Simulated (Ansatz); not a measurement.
# 2H-MoS2 bilayer (AA) in a perpendicular field, part 4 of 5

What dipole does a perpendicular field induce in the 2H-MoS2 bilayer (AA), and does the gap follow? A positive field points along +c.

Ansatz 0.2.0; plane-wave DFT, r2SCAN-D4, Ansatz PAW (the session's first sound run).

So far. Step 12 (Response, atoms relaxed): The induced dipole is that of a conductor 10.17 Å thick. Step 13 (Same geometry, cutoff 420 eV, functional LDA): The dipole is 0.0499 e·Å.

## 14. Same geometry, cutoff 420 eV, functional LDA (run 2)

Level of this step: plane-wave DFT, LDA, Ansatz PAW (Ansatz).

The same run in the opposite field.

input.yaml

```yaml
crystal:
  lattice:
    - [3.1734562454, 0.0, 0.0]
    - [-1.5867281227, 2.7482937263, 0.0]
    - [0.0, 0.0, 27.9421952635]
  atoms:
    - { symbol: S, position: [0.3333333333, 0.6666666667, 0.322093519] }
    - { symbol: Mo, position: [0.0, 0.0, 0.3777124294] }
    - { symbol: S, position: [0.3333333333, 0.6666666667, 0.4333152419] }
    - { symbol: S, position: [0.3333333333, 0.6666666667, 0.5666847581] }
    - { symbol: Mo, position: [0.0, 0.0, 0.6222875706] }
    - { symbol: S, position: [0.3333333333, 0.6666666667, 0.677906481] }
kpoints:
  mp_grid: { grid: [6, 6, 1] }
hamiltonian:
  xc: lda
scf:
  occupations: { method: fermi_dirac, width: 0.05 }
  convergence: { dr2_threshold: 1.0e-09 }
efield:
  axis: 3
  dipole_correction: true
  ramp_position: 0.97
  ramp_width: 0.06
  amplitude: -0.1
output:
  write_potential: true
  write_density: true
  volumetric_format: npy
```

The run is started by

```bash
> ansatz run input.yaml --threads 4 --pin off --max-ram 6144MiB --backend cpu --events-out ev --progress --plain --runs-dir out
```

Numbers of over 12 decimals in the logs are rounded to 6 here.

The log of the run:

```text
[...]
Crystal: 6 atoms, lattice volume = 243.700 Å³
Basis set: ecut = 420 eV, 4773 PW (Γ)
Bands: 32, of which v1, the nominal top of the filled ones, is band 26 counted from 1 (25 counted from 0)
Symmetry: 6 space group operations
k-points: 7 of 36 (time reversal used)
[...]
k-point 0: bands = [... 22 lower, -0.5076, -0.5076, 0.7628, 1.2021, 3.6419, 3.6419, 3.8019, 3.8019, ... 2 higher]
  k-point 1: bands = [... 22 lower, -0.3126, 0.0639, 0.5494, 0.8172, 3.1058, 3.3450, 3.4770, 3.5267, ... 2 higher]
  k-point 2: bands = [... 22 lower, -0.4788, -0.3492, -0.1282, 0.0557, 3.0927, 3.1221, 3.2534, 3.4213, ... 2 higher]
  k-point 6: bands = [... 22 lower, -1.3206, -1.0007, 0.8199, 0.9817, 2.5129, 2.6721, 3.8327, 4.1137, ... 2 higher]
[key lines of the parts left out:]
SCF converged after 14 iterations
Free energy (F): -13169.527844 eV
Fermi energy:    1.838577 eV
Dipole field:    D = -0.037028 V/Å  (p = -0.049869 e·Å, saw-weighted, corrected)
```

It took 1.5 s on 4 threads of Intel Xeon 6975P-C (Granite Rapids), shared host; peak memory 0.49 GiB.

The dipole is -0.0499 e·Å.

## 15. Response at this level

This step: plane-wave DFT, LDA, Ansatz PAW; response to a field along the normal, atoms held (Ansatz 0.2.0).

The two signs of the field give the slope at this level.

This step gave:

```yaml
equivalent_conductor_thickness_p_eps_0ae: 10.35 Å
distance_between_the_outer_atoms: 9.942 Å
```

The induced dipole is that of a conductor 10.35 Å thick.

## 16. Same geometry, cutoff 420 eV, functional PBE

This step: plane-wave DFT, PBE, Ansatz PAW (Ansatz 0.2.0).

The geometry is kept and the functional is PBE; other changes against the main runs: SCF threshold 1.0e-10 → 1.0e-09 eV, cutoff 500 → 420, k-mesh 18×18×1 → 6×6×1 and no dispersion term, which doesn't act on the electrons.

Edit input.yaml of step 14 so:

```diff
@@ -15,3 +15,3 @@
 hamiltonian:
-  xc: lda
+  xc: pbe
 scf:
@@ -24,3 +24,3 @@
   ramp_width: 0.06
-  amplitude: -0.1
+  amplitude: 0.1
 output:
```

The log of the run:

```text
[...]
Crystal: 6 atoms, lattice volume = 243.700 Å³
Basis set: ecut = 420 eV, 4773 PW (Γ)
Bands: 32, of which v1, the nominal top of the filled ones, is band 26 counted from 1 (25 counted from 0)
Symmetry: 6 space group operations
k-points: 7 of 36 (time reversal used)
[...]
k-point 0: bands = [... 22 lower, -0.2772, -0.2772, 1.0189, 1.4361, 3.8757, 3.8757, 4.0416, 4.0416, ... 2 higher]
  k-point 1: bands = [... 22 lower, -0.0910, 0.2711, 0.7878, 1.0484, 3.3751, 3.6069, 3.7387, 3.7519, ... 2 higher]
  k-point 2: bands = [... 22 lower, -0.2749, -0.1330, 0.1140, 0.3006, 3.3289, 3.3952, 3.4958, 3.6783, ... 2 higher]
  k-point 6: bands = [... 22 lower, -1.1267, -0.8111, 1.0635, 1.2311, 2.7580, 2.9236, 4.1272, 4.3947, ... 2 higher]
[key lines of the parts left out:]
SCF converged after 13 iterations
Free energy (F): -13525.605897 eV
Fermi energy:    2.079078 eV
Dipole field:    D = 0.036730 V/Å  (p = 0.049467 e·Å, saw-weighted, corrected)
```

Wall time 1.4 s (4 threads); peak memory 0.5 GiB.

The dipole is 0.0495 e·Å.

## 17. Same geometry, cutoff 420 eV, functional PBE (run 2)

The same run in the opposite field.

Edit input.yaml of step 16 so:

```diff
@@ -24,3 +24,3 @@
   ramp_width: 0.06
-  amplitude: 0.1
+  amplitude: -0.1
 output:
```

The log of the run:

```text
[...]
Crystal: 6 atoms, lattice volume = 243.700 Å³
Basis set: ecut = 420 eV, 4773 PW (Γ)
Bands: 32, of which v1, the nominal top of the filled ones, is band 26 counted from 1 (25 counted from 0)
Symmetry: 6 space group operations
k-points: 7 of 36 (time reversal used)
[...]
k-point 0: bands = [... 22 lower, -0.2772, -0.2772, 1.0189, 1.4362, 3.8757, 3.8757, 4.0416, 4.0416, ... 2 higher]
  k-point 1: bands = [... 22 lower, -0.0910, 0.2711, 0.7878, 1.0484, 3.3751, 3.6069, 3.7387, 3.7519, ... 2 higher]
  k-point 2: bands = [... 22 lower, -0.2749, -0.1330, 0.1141, 0.3006, 3.3289, 3.3953, 3.4958, 3.6783, ... 2 higher]
  k-point 6: bands = [... 22 lower, -1.1267, -0.8111, 1.0635, 1.2311, 2.7580, 2.9236, 4.1272, 4.3947, ... 2 higher]
[key lines of the parts left out:]
SCF converged after 14 iterations
Free energy (F): -13525.605897 eV
Fermi energy:    2.079096 eV
Dipole field:    D = -0.036725 V/Å  (p = -0.049461 e·Å, saw-weighted, corrected)
```

Run time: 1.5 s. Hardware: 4 threads; peak memory 0.5 GiB.

The dipole is -0.0495 e·Å.

## 18. Response at this level

This step: plane-wave DFT, PBE, Ansatz PAW; response to a field along the normal, atoms held (Ansatz 0.2.0).

The induced dipole is that of a conductor 10.26 Å thick.

## 19. Same geometry, cutoff 500 eV, functional r2SCAN

This step: plane-wave DFT, r2SCAN, Ansatz PAW (Ansatz 0.2.0).

The geometry is kept and the functional is r2SCAN; other changes against the main runs: SCF threshold 1.0e-10 → 1.0e-09 eV, k-mesh 18×18×1 → 6×6×1 and no dispersion term, which doesn't act on the electrons.

Edit input.yaml of step 17 so:

```diff
@@ -15,3 +15,3 @@
 hamiltonian:
-  xc: pbe
+  xc: r2scan
 scf:
@@ -24,3 +24,3 @@
   ramp_width: 0.06
-  amplitude: -0.1
+  amplitude: 0.1
 output:
```

The log of the run:

```text
[...]
Crystal: 6 atoms, lattice volume = 243.700 Å³
Basis set: ecut = 500 eV, 6155 PW (Γ), exchange–correlation on 96×96×864 points (64 copies of the dense FFT grid, shifted against one another)
Bands: 32, of which v1, the nominal top of the filled ones, is band 26 counted from 1 (25 counted from 0)
Symmetry: 6 space group operations
k-points: 7 of 36 (time reversal used)
[...]
k-point 0: bands = [... 22 lower, -0.5646, -0.5646, 0.8502, 1.2759, 3.8718, 3.8718, 4.0422, 4.0422, ... 2 higher]
  k-point 1: bands = [... 22 lower, -0.3620, 0.0120, 0.6043, 0.8741, 3.3543, 3.6114, 3.7194, 3.7623, ... 2 higher]
  k-point 2: bands = [... 22 lower, -0.5517, -0.4268, -0.0898, 0.1034, 3.2838, 3.3585, 3.4557, 3.6506, ... 2 higher]
  k-point 6: bands = [... 22 lower, -1.4535, -1.1234, 0.8764, 1.0488, 2.6770, 2.8476, 4.1436, 4.4231, ... 2 higher]
[key lines of the parts left out:]
SCF converged after 12 iterations
Free energy (F): -13564.245341 eV
Fermi energy:    1.958611 eV
Dipole field:    D = 0.036383 V/Å  (p = 0.049000 e·Å, saw-weighted, corrected)
```

The job ended after 3.3 s (4 threads; peak memory 0.91 GiB).

The dipole is 0.0490 e·Å.

## 20. Same geometry, cutoff 500 eV, functional r2SCAN (run 2)

The same run in the opposite field.

Edit input.yaml of step 19 so:

```diff
@@ -24,3 +24,3 @@
   ramp_width: 0.06
-  amplitude: 0.1
+  amplitude: -0.1
 output:
```

The log of the run:

```text
[...]
Crystal: 6 atoms, lattice volume = 243.700 Å³
Basis set: ecut = 500 eV, 6155 PW (Γ), exchange–correlation on 96×96×864 points (64 copies of the dense FFT grid, shifted against one another)
Bands: 32, of which v1, the nominal top of the filled ones, is band 26 counted from 1 (25 counted from 0)
Symmetry: 6 space group operations
k-points: 7 of 36 (time reversal used)
[...]
k-point 0: bands = [... 22 lower, -0.5646, -0.5646, 0.8502, 1.2758, 3.8718, 3.8718, 4.0422, 4.0422, ... 2 higher]
  k-point 1: bands = [... 22 lower, -0.3620, 0.0120, 0.6043, 0.8741, 3.3543, 3.6114, 3.7194, 3.7623, ... 2 higher]
  k-point 2: bands = [... 22 lower, -0.5517, -0.4268, -0.0898, 0.1034, 3.2838, 3.3585, 3.4557, 3.6506, ... 2 higher]
  k-point 6: bands = [... 22 lower, -1.4535, -1.1234, 0.8764, 1.0488, 2.6770, 2.8476, 4.1436, 4.4231, ... 2 higher]
[key lines of the parts left out:]
SCF converged after 11 iterations
Free energy (F): -13564.245341 eV
Fermi energy:    1.958605 eV
Dipole field:    D = -0.036401 V/Å  (p = -0.049024 e·Å, saw-weighted, corrected)
```

Wall time 3 s (4 threads); peak memory 0.92 GiB; 11 s of CPU time.

The dipole is -0.0490 e·Å.

## 21. Response at this level

This step: plane-wave DFT, r2SCAN, Ansatz PAW; response to a field along the normal, atoms held (Ansatz 0.2.0).

The induced dipole is that of a conductor 10.17 Å thick.

## 22. Same geometry, cutoff 420 eV, functional HSE06

This step: plane-wave DFT, HSE06, Ansatz PAW (Ansatz 0.2.0).

The geometry is kept and the functional is HSE06; other changes against the main runs: SCF threshold 1.0e-10 → 1.0e-09 eV, cutoff 500 → 420, k-mesh 18×18×1 → 6×6×1 and no dispersion term, which doesn't act on the electrons.

Edit input.yaml of step 20 so:

```diff
@@ -15,3 +15,3 @@
 hamiltonian:
-  xc: r2scan
+  xc: hse06
 scf:
@@ -24,3 +24,3 @@
   ramp_width: 0.06
-  amplitude: -0.1
+  amplitude: 0.1
 output:
```

The log of the run:

```text
[...]
Crystal: 6 atoms, lattice volume = 243.700 Å³
Basis set: ecut = 420 eV, 4773 PW (Γ)
Bands: 32, of which v1, the nominal top of the filled ones, is band 26 counted from 1 (25 counted from 0)
Symmetry: 6 space group operations
k-points: 7 of 36 (time reversal used)
[...]
k-point 0: bands = [... 22 lower, -0.8838, -0.8838, 0.5462, 0.9895, 4.1940, 4.1940, 4.3709]
  k-point 1: bands = [... 22 lower, -0.7645, -0.3832, 0.2664, 0.5488, 3.6103, 3.8801, 4.0123]
  k-point 2: bands = [... 22 lower, -0.9886, -0.8108, -0.4813, -0.2811, 3.5470, 3.6155, 3.7255]
  k-point 6: bands = [... 22 lower, -1.9617, -1.6144, 0.6528, 0.8319, 2.8122, 2.9893, 4.4951]
  guard bands above this table: 3 of the run's 32 bands. The solve was not asked for them (output.publish_guard_bands: true or output.eigenvalues: true publishes all)
[key lines of the parts left out:]
Free energy (F): -13531.634191 eV
Fermi energy:    1.884872 eV
Dipole field:    D = 0.036115 V/Å  (p = 0.048638 e·Å, saw-weighted, corrected)
```

Elapsed: 19 s, on 4 threads; peak memory 2.8 GiB; 68 s of CPU time.

The dipole is 0.0486 e·Å.

## 23. Same geometry, cutoff 420 eV, functional HSE06 (run 2)

The same run in the opposite field.

Edit input.yaml of step 22 so:

```diff
@@ -24,3 +24,3 @@
   ramp_width: 0.06
-  amplitude: 0.1
+  amplitude: -0.1
 output:
```

The log of the run:

```text
[...]
Crystal: 6 atoms, lattice volume = 243.700 Å³
Basis set: ecut = 420 eV, 4773 PW (Γ)
Bands: 32, of which v1, the nominal top of the filled ones, is band 26 counted from 1 (25 counted from 0)
Symmetry: 6 space group operations
k-points: 7 of 36 (time reversal used)
[...]
--- Band table (eV; the first three rows and the last of 7) ---
  k-point 0: bands = [... 22 lower, -0.8838, -0.8838, 0.5462, 0.9895, 4.1940, 4.1940, 4.3709]
  k-point 1: bands = [... 22 lower, -0.7645, -0.3832, 0.2664, 0.5488, 3.6103, 3.8801, 4.0123]
  k-point 2: bands = [... 22 lower, -0.9886, -0.8108, -0.4813, -0.2811, 3.5470, 3.6155, 3.7255]
  k-point 6: bands = [... 22 lower, -1.9617, -1.6144, 0.6528, 0.8319, 2.8122, 2.9893, 4.4951]
[...]
[key lines of the parts left out:]
Free energy (F): -13531.634191 eV
Fermi energy:    1.884876 eV
Dipole field:    D = -0.036115 V/Å  (p = -0.048639 e·Å, saw-weighted, corrected)
```

Wall time 19 s (4 threads); peak memory 2.8 GiB.

The dipole is -0.0486 e·Å.

## 24. The series together

Times are for 4 threads of Intel Xeon 6975P-C (Granite Rapids), shared host. Results by setting:

```
no.  functional     field  dipole along the normal (e·Å)   time  memory (GiB)
  1         lda   0.1 V/Å                        0.04986  1.5 s          0.48
  2         lda  -0.1 V/Å                       -0.04987  1.5 s          0.49
  3         pbe   0.1 V/Å                        0.04947  1.4 s          0.50
  4         pbe  -0.1 V/Å                       -0.04946  1.5 s           0.5
  5      r2scan   0.1 V/Å                        0.04900  3.3 s          0.91
  6      r2scan  -0.1 V/Å                       -0.04902    3 s          0.92
  7       hse06   0.1 V/Å                        0.04864   19 s           2.8
  8       hse06  -0.1 V/Å                       -0.04864   19 s           2.8
```

## 25. Response at this level

This step: plane-wave DFT, HSE06, Ansatz PAW; response to a field along the normal, atoms held (Ansatz 0.2.0).

The induced dipole is that of a conductor 10.09 Å thick.

## 26. The same run with other settings: efield.ramp_width = 0.15

This step: plane-wave DFT, r2SCAN-D4, Ansatz PAW (Ansatz 0.2.0).

A run with a changed input: it repeats the earlier run at 0.05 V/Å with efield.ramp_width from 0.06 to 0.15.

input.yaml, the sections that differ from step 23:

```yaml
kpoints:
  mp_grid: { grid: [18, 18, 1] }
  band_path:
    path: [[0, 0, 0], [0.5, 0, 0], [0.33333333, 0.33333333, 0], [0, 0, 0]]
    npoints: 16
hamiltonian:
  xc: r2scan
  dispersion: d4
scf:
  occupations: { method: fermi_dirac, width: 0.05 }
  convergence: { dr2_threshold: 1.0e-10 }
efield:
  axis: 3
  dipole_correction: true
  ramp_position: 0.97
  ramp_width: 0.15
  amplitude: 0.05
# crystal, output: as in step 23
```

The log of the run:

```text
[...]
Crystal: 6 atoms, lattice volume = 243.700 Å³
Basis set: ecut = 500 eV, 6155 PW (Γ), exchange–correlation on 96×96×864 points (64 copies of the dense FFT grid, shifted against one another)
Bands: 32, of which v1, the nominal top of the filled ones, is band 26 counted from 1 (25 counted from 0)
Symmetry: 6 space group operations
k-points: 37 of 324 (time reversal used)
[...]
SCF iter   1: F=—  HF=-13564.892794 eV  |F-HF|=—  |Δ(HF+E_count)|=         —  Δρ=6.50e-3  dr2=1.43e-1  dr2_τ=1.03e-1  ethr=1.77e-3  p=-0.004 e·Å  D=-2.62e-3 V/Å  ΔV_dip=0.07 eV  dr2_dipole=1.81e-2  V_vac-E_F(+/−)=5.75/4.52 eV  ⟨swp⟩=10.3  Hψ=6809  notcnv=0
[...]
SCF iter  13: F=-13564.980307 eV  HF=-13564.980307 eV  |F-HF|=1.53e-10  |Δ(HF+E_count)|=    0.00e0  Δρ=4.52e-8  dr2=1.06e-11  dr2_τ=3.20e-13  ethr=1.00e-12  p=0.024 e·Å  D=1.82e-2 V/Å  ΔV_dip=-0.51 eV  dr2_dipole=3.59e-13  V_vac-E_F(+/−)=5.52/4.87 eV  ⟨swp⟩=5.7  Hψ=3382  notcnv=0
SCF 1 converged in 13 iterations: F = -13564.980307 eV  dr2 = 1.06e-11
[...]
SCF converged after 13 iterations
Free energy (F): -13564.980307 eV
[...]
Internal energy: -13564.980307 eV  (E = F + TS)
E sigma→0 (E₀):  -13564.980307 eV
Entropy (-TS):   -0.000000 eV (-0.000 meV/atom)
Fermi energy:    1.958891 eV
Dipole field:    D = 0.018187 V/Å  (p = 0.024494 e·Å, saw-weighted, corrected)
Work function:   not extracted (applied field tilts the vacuum); planar V_es + V_field profile in the machine report
[...]
--- Band table (eV; the first three rows and the last of 37) ---
  k-point 0: bands = [... 22 lower, -0.6470, -0.6442, 0.8222, 1.2234, 3.8734, 3.8734, 3.9615, 3.9615, ... 2 higher]
  k-point 1: bands = [... 22 lower, -0.5556, -0.2932, 0.8079, 1.1879, 3.8098, 3.8984, 3.9602, 3.9954, ... 2 higher]
  k-point 2: bands = [... 22 lower, -0.3969, -0.0692, 0.7440, 1.0619, 3.6444, 3.7087, 3.8002, 3.8705, ... 2 higher]
  k-point 36: bands = [... 22 lower, -1.4770, -1.1807, 0.8768, 0.9661, 2.6796, 2.7652, 4.1245, 4.3619, ... 2 higher]
```

Elapsed: 14 s, on 4 threads; peak memory 1.2 GiB.

This step gave:

```
dipole along the normal            : 0.02449 e·Å
gap along the path                 : 1.456 eV
smallest direct gap along the path : 1.713 eV
gap, the smaller of path and mesh  : 1.456 eV
```

(Continued in part 5 of 5.)

[Logs are printed without paths, hosts, clocks, repeated set-up lines and the standing remarks that a program may print on its own settings, such as how far it seeks lower states.]

[Hosts, paths, dates, database ids (printed as entryN), source tags and the programs' standing remarks are cut or masked in the printed files.]

[Maps of the electrostatic potential energy from Ansatz leave out the sawtooth potential of an applied field or a dipole correction, so their vacuum need not be flat; planar profiles and work functions include it.]
